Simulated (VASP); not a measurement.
# Ge (Cmmm) in VASP: single point with PBEsol

Aim: the single point of Ge with PBEsol.

Program: VASP 6.6.1. These are calculated values, not measurements. Logs are shortened: lines on timing, memory, paths and dates and some standing lists are left out, and cuts for length are marked.

**1. The crystal as given**

The structure is orthorhombic, space group Cmmm (No. 65). Conventional cell: a = 2.794 Å, b = 5.201 Å, c = 2.698 Å, α = 90.00°, β = 90.00°, γ = 90.00°. Ge (site symmetry mmm) is surrounded by 8 Ge at 2.70 to 2.95 Å.

This isn't the form of Ge at room conditions, which is diamond.

**2. Single point, PBEsol**

Contents of INCAR:

```
PREC = Accurate
ENCUT = 520
EDIFF = 1E-6
ISMEAR = 1
SIGMA = 0.1
LREAL = F
LASPH = T
NELM = 100
ALGO = Normal
ISIF = 2
LWAVE = F
LCHARG = F
GGA = PS
NBANDS = 13
```

Contents of KPOINTS:

```
regular mesh
0
Gamma
  9 9 9
```

Contents of POSCAR:

```
Ge
1.0
    1.3971490000     -2.6005160000      0.0000000000
    1.3971490000      2.6005160000      0.0000000000
    0.0000000000      0.0000000000      2.6982310000
Ge
1
Direct
    0.5000000000      0.5000000000      0.0000000000
```

Potentials or basis: VASP PAW PBE potentials, release 64 (Ge_d).

The run is started by

```bash
> cat potpaw_PBE.64/Ge_d/POTCAR > POTCAR
> mpirun -np 1 vasp_std > vasp.out
```

OUTCAR:

```text
PREC = Accurate
   ENCUT = 520
   EDIFF = 1E-6
   ISMEAR = 1
   LREAL = F
   LASPH = T
   NELM = 100
   ISIF = 2
   GGA = PS

 ion  position               nearest neighbor table
   1  0.500  0.500  0.000-

  LATTYP: Found a base centered orthorhombic cell.
 ALAT       =     2.7942980000
 B/A-ratio  =     1.8613018368
 C/A-ratio  =     0.9656203454

  Lattice vectors:

 A1 = (   1.3971490000,  -2.6005160000,   0.0000000000)
 A2 = (   1.3971490000,   2.6005160000,   0.0000000000)
 A3 = (   0.0000000000,   0.0000000000,   2.6982310000)

Analysis of symmetry for initial positions (statically):
=====================================================================
 Subroutine PRICEL returns:
 Original cell was already a primitive cell.

 Routine SETGRP: Setting up the symmetry group for a
 base centered orthorhombic supercell.

 Subroutine GETGRP returns: Found  8 space group operations
 (whereof  8 operations were pure point group operations)
 out of a pool of  8 trial point group operations.

The static configuration has the point symmetry D_2h.

Analysis of symmetry for dynamics (positions and initial velocities):
=====================================================================
 Subroutine PRICEL returns:
 Original cell was already a primitive cell.

 Routine SETGRP: Setting up the symmetry group for a
 base centered orthorhombic supercell.

 Subroutine GETGRP returns: Found  8 space group operations
 (whereof  8 operations were pure point group operations)
 out of a pool of  8 trial point group operations.

The dynamic configuration has the point symmetry D_2h.

 Subroutine INISYM returns: Found  8 space group operations
 (whereof  8 operations are pure point group operations),
 and found     1 'primitive' translations

----------------------------------------------------------------------------------------

                                     Primitive cell

  volume of cell :      19.6070

  direct lattice vectors                    reciprocal lattice vectors
     1.397149000 -2.600516000  0.000000000     0.357871637 -0.192269534  0.000000000
     1.397149000  2.600516000  0.000000000     0.357871637  0.192269534  0.000000000
     0.000000000  0.000000000  2.698231000     0.000000000  0.000000000  0.370613191

  length of vectors
     2.952068562  2.952068562  2.698231000     0.406250763  0.406250763  0.370613191

  position of ions in fractional coordinates (direct lattice)
     0.500000000  0.500000000  0.000000000

  ion indices of the primitive-cell ions
   primitive index   ion index
                 1           1

----------------------------------------------------------------------------------------

 KPOINTS: regular mesh

Automatic generation of k-mesh.
 Grid dimensions read from file:
 generate k-points for:    9    9    9

 Generating k-lattice:

  Cartesian coordinates                     Fractional coordinates (reciprocal lattice)
     0.039763515 -0.021363282  0.000000000     0.111111111  0.000000000  0.000000000
     0.039763515  0.021363282  0.000000000     0.000000000  0.111111111  0.000000000
     0.000000000  0.000000000  0.041179243     0.000000000  0.000000000  0.111111111

  Length of vectors
     0.045138974  0.045138974  0.041179243

  Shift w.r.t. Gamma in fractional coordinates (k-lattice)
     0.000000000  0.000000000  0.000000000

 Subroutine IBZKPT returns following result:
 ===========================================

 Found    125 irreducible k-points:

 Following reciprocal coordinates:
            Coordinates               Weight
  0.000000  0.000000  0.000000      1.000000
  0.111111 -0.000000  0.000000      4.000000
  0.222222  0.000000  0.000000      4.000000
  0.333333  0.000000  0.000000      4.000000
  0.444444  0.000000  0.000000      4.000000
  0.111111  0.111111  0.000000      2.000000
[... 16 lines left out ...]
 -0.333333  0.333333  0.000000      2.000000
  0.444444  0.444444  0.000000      2.000000
 [... further k-points ...]
   k-points           NKPTS =    125   k-points in BZ     NKDIM =    125   number of bands    NBANDS=     13
   number of dos      NEDOS =    301   number of ions     NIONS =      1
   total plane-waves  NPLWV =  11520
   dimension x,y,z NGX =    24 NGY =   24 NGZ =   20
   dimension x,y,z NGXF=    48 NGYF=   48 NGZF=   40
   ions per type =               1
   NGX,Y,Z   is equivalent  to a cutoff of  13.52, 13.52, 12.32 a.u.
   NGXF,Y,Z  is equivalent  to a cutoff of  27.03, 27.03, 24.65 a.u.
 SYSTEM =  unknown system
   PREC   = accura    normal or accurate (medium, high low for compatibility)
   ISTART =      0    job   : 0-new  1-cont  2-samecut
   ICHARG =      2    charge: 1-file 2-atom 10-const
   ISPIN  =      1    spin polarized calculation?
   LNONCOLLINEAR =      F non collinear calculations
   LSORBIT =      F    spin-orbit coupling
   LASPH  =      T    aspherical Exc in radial PAW
   ENCUT  =  520.0 eV  38.22 Ry    6.18 a.u.   5.49  5.49  5.02*2*pi/ulx,y,z
   NELM   =    100;   NELMIN=  2; NELMDL= -5     # of ELM steps
   EDIFF  = 0.1E-05   stopping-criterion for ELM
[... 8 lines left out ...]
   TEBEG  =    0.0;   TEEND  =   0.0 temperature during run
   PSTRESS=    0.0 pullay stress
   NELECT =      14.0000    total number of electrons
   NUPDOWN=      -1.0000    fix difference up-down
   EMIN   =  10.00;   EMAX   =-10.00  energy-range for DOS
   EFERMI =   0.00;   METHOD = LEGACY
   ISMEAR =     1;   SIGMA  =   0.10  broadening in eV -4-tet -1-fermi 0-gaus
   EFERMI_NEDOS =   21; number of points for ismear=-14 and -15
   IALGO  =     38    algorithm
   IMIX   =      4    mixing-type and parameters
     AMIX     =   0.40;   BMIX     =  1.00
     AMIX_MAG =   1.60;   BMIX_MAG =  1.00
  volume/ion in A,a.u.               =      19.61       132.31
  Fermi-wavevector in a.u.,A,eV,Ry     =   1.463234  2.765111 29.130796  2.141053
  Thomas-Fermi vector in A             =   2.579353
   LORBIT       =      0    0 simple, 1 ext, 2 COOP (PROOUT), +10 PAW based schemes
   GGA     = PS    functional components
   LHFCALC =     F    Hartree Fock is set to
   AEXX    =    0.0000 exact exchange contribution
   IVDW    =     0    specifies the selected vdW correction
   LEPSILON=     F    determine dielectric tensor
   LRPA    =     F    only Hartree local field effects (RPA)
 non-spin polarized calculation
 Methfessel and Paxton  Order N= 1 SIGMA  =   0.10
  energy-cutoff  :      520.00
  volume of cell :       19.61
 maximum number of plane-waves:       540
 NGX is ok and might be reduce to    24
   NGX = 11   NGY = 11   NGZ = 11

 number of electron      14.0000003 magnetization

 Free energy of the ion-electron system (eV)
  ---------------------------------------------------
  ext. energy  EPLUGINS =         0.00000000
  ---------------------------------------------------
  free energy    TOTEN  =        -4.74395491 eV

  energy without entropy =       -4.74406848  energy(sigma->0) =       -4.74399277

 E-fermi :   6.0846     XC(G=0): -11.1870

 val. band max:        6.0582494606   @ k =  -0.3333   0.3333   0.3333
 cond. band min:       6.2159195876   @ k =   0.2222   0.1111   0.1111
 fundamental gap:      0.1576701270
 Fermi energy:         6.0845744184

 k-point     1 :       0.0000    0.0000    0.0000
  band No.  band energies     occupation
      1     -18.5914      2.00000
      2     -18.5181      2.00000
      3     -18.4673      2.00000
      4     -18.3706      2.00000
      5     -18.3578      2.00000
      6      -6.7941      2.00000
      7      12.7221      0.00000
      8      13.2094      0.00000
      9      14.7027      0.00000
     10      16.2505      0.00000
     11      18.5506      0.00000
     12      20.9040      0.00000
     13      21.0842      0.00000

 k-point     2 :       0.1111   -0.0000    0.0000
  band No.  band energies     occupation
      1     -18.5827      2.00000
      2     -18.5060      2.00000
      3     -18.4683      2.00000
      4     -18.3726      2.00000
      5     -18.3635      2.00000
      6      -6.4945      2.00000
      7      11.8364      0.00000
      8      12.7657      0.00000
      9      13.0126      0.00000
     10      16.7437      0.00000
     11      17.9340      0.00000
     12      20.1799      0.00000
     13      22.7429      0.00000

 k-point     3 :       0.2222    0.0000    0.0000
  band No.  band energies     occupation
      1     -18.5655      2.00000
      2     -18.4916      2.00000
      3     -18.4498      2.00000
      4     -18.3830      2.00000
      5     -18.3727      2.00000
      6      -5.5978      2.00000
      7       8.1373      0.00000
      8      11.2325      0.00000
      9      13.8546      0.00000
     10      15.5123      0.00000
     11      18.1101      0.00000
     12      22.9239      0.00000
     13      26.1166      0.00000

 k-point     4 :       0.3333    0.0000    0.0000
  band No.  band energies     occupation
      1     -18.5576      2.00000
      2     -18.4872      2.00000
      3     -18.4060      2.00000
      4     -18.4004      2.00000
      5     -18.3774      2.00000
      6      -4.1258      2.00000
      7       4.4635      2.00000
      8      10.1540      0.00000
      9      14.2455      0.00000
     10      15.1225      0.00000
     11      19.4736      0.00000
     12      25.5746      0.00000
     13      25.7927      0.00000

 k-point     5 :       0.4444    0.0000    0.0000
  band No.  band energies     occupation
      1     -18.5596      2.00000
      2     -18.4801      2.00000
      3     -18.4121      2.00000
      4     -18.3801      2.00000
      5     -18.3748      2.00000
      6      -2.2672      2.00000
      7       1.4586      2.00000
      8       9.5881      0.00000
      9      13.6152      0.00000
     10      16.3615      0.00000
     11      21.3908      0.00000
     12      23.2513      0.00000
     13      23.8068      0.00000

 k-point     6 :       0.1111    0.1111    0.0000
  band No.  band energies     occupation
      1     -18.5682      2.00000
      2     -18.4827      2.00000
      3     -18.4674      2.00000
      4     -18.3781      2.00000
      5     -18.3733      2.00000
      6      -5.8611      2.00000
      7       9.3426      0.00000
      8      11.3410      0.00000
      9      13.6163      0.00000
     10      17.1598      0.00000
     11      17.4225      0.00000
     12      19.4794      0.00000
     13      27.1565      0.00000

 k-point     7 :       0.2222    0.1111    0.0000
  band No.  band energies     occupation
      1     -18.5533      2.00000
      2     -18.4915      2.00000
      3     -18.4199      2.00000
      4     -18.3957      2.00000
      5     -18.3769      2.00000
      6      -4.6387      2.00000
      7       5.9971      2.01341
      8       9.3568      0.00000
      9      14.7094      0.00000
     10      16.4642      0.00000
     11      18.8954      0.00000
     12      21.6840      0.00000
     13      26.9220      0.00000
[... 193 lines left out ...]
 k-point    20 :       0.3333    0.3333    0.0000
  band No.  band energies     occupation
      1     -18.5220      2.00000
      2     -18.4514      2.00000
      3     -18.4320      2.00000
      4     -18.3986      2.00000
      5     -18.3971      2.00000
      6      -1.0494      2.00000
      7       2.7842      2.00000
      8       2.8804      2.00000
      9      17.0566      0.00000
     10      22.7197      0.00000
     11      23.7380      0.00000
     12      24.5509      0.00000
     13      24.5837      0.00000

 k-point    21 :       0.4444    0.3333    0.0000
  band No.  band energies     occupation
      1     -18.5361      2.00000
      2     -18.4727      2.00000
      3     -18.4170      2.00000
      4     -18.4035      2.00000
      5     -18.3834      2.00000
      6      -2.1344      2.00000
      7       2.0075      2.00000
      8       5.6339      2.00000
      9      16.4266      0.00000
     10      21.3625      0.00000
     11      22.8356      0.00000
     12      23.6834      0.00000
     13      23.7130      0.00000

 k-point    22 :      -0.4444    0.3333    0.0000
  band No.  band energies     occupation
      1     -18.5671      2.00000
      2     -18.4894      2.00000
      3     -18.4048      2.00000
      4     -18.3989      2.00000
      5     -18.3698      2.00000
      6      -3.4768      2.00000
      7       2.4296      2.00000
      8       9.1057      0.00000
      9      15.5084      0.00000
     10      18.1921      0.00000
     11      20.3661      0.00000
     12      23.9053      0.00000
     13      24.3590      0.00000

 k-point    23 :      -0.3333    0.3333    0.0000
  band No.  band energies     occupation
      1     -18.5809      2.00000
      2     -18.4972      2.00000
      3     -18.4028      2.00000
      4     -18.4008      2.00000
      5     -18.3637      2.00000
      6      -4.4662      2.00000
      7       3.6379      2.00000
      8      11.8727      0.00000
      9      14.7616      0.00000
     10      15.7098      0.00000
     11      19.3157      0.00000
     12      24.9045      0.00000
     13      25.4489      0.00000

 k-point    24 :       0.4444    0.4444    0.0000
  band No.  band energies     occupation
      1     -18.5681      2.00000
      2     -18.4821      2.00000
      3     -18.4090      2.00000
      4     -18.3915      2.00000
      5     -18.3709      2.00000
      6      -2.3914      2.00000
      7       0.8217      2.00000
      8       8.8299      0.00000
      9      16.1046      0.00000
     10      18.0412      0.00000
     11      22.0274      0.00000
     12      22.4260      0.00000
     13      22.8110      0.00000

 [... further k-points ...]
[... 5 lines left out ...]
  --------------------------------------------------------------------------------------
  -------------------------------------------------------------------------------------
  Total       -0.2959866     -0.5637557     -0.6990664      0.0000000      0.0000000      0.0000000
  in kB      -24.1863982    -46.0670235    -57.1238754      0.0000000      0.0000000      0.0000000
  external PRESSURE =     -42.4590991 kB  Pullay stress =       0.0000000 kB

 VOLUME and BASIS-vectors are now :
 -----------------------------------------------------------------------------
  energy-cutoff  :      520.00
  volume of cell :       19.61
      direct lattice vectors                 reciprocal lattice vectors
     1.397149000 -2.600516000  0.000000000     0.357871637 -0.192269534  0.000000000
     1.397149000  2.600516000  0.000000000     0.357871637  0.192269534  0.000000000
     0.000000000  0.000000000  2.698231000     0.000000000  0.000000000  0.370613191

 POSITION                                       TOTAL-FORCE (eV/Angst)
 -----------------------------------------------------------------------------------
      1.39715      0.00000      0.00000        -0.000000     -0.000000      0.000000
 -----------------------------------------------------------------------------------
    total drift:                               -0.000000     -0.000000     -0.000000

  FREE ENERGIE OF THE ION-ELECTRON SYSTEM (eV)
  ---------------------------------------------------
  free  energy   TOTEN  =        -4.7439549147 eV

  energy  without entropy=       -4.7440684755  energy(sigma->0) =       -4.74399277
```

Wall time 16 s (1 thread of Intel Xeon Platinum 8259CL at 2.50GHz (Skylake/Cascade Lake), shared host); peak memory 0.15 GiB.

Results:

- Free energy: -4.7440 eV
- Pressure: -4.2 GPa
- Band gap on the k mesh: none (metal or under the smearing width)

Caveat: the PAW data sets were made with another functional, which shifts forces and pressure a little.
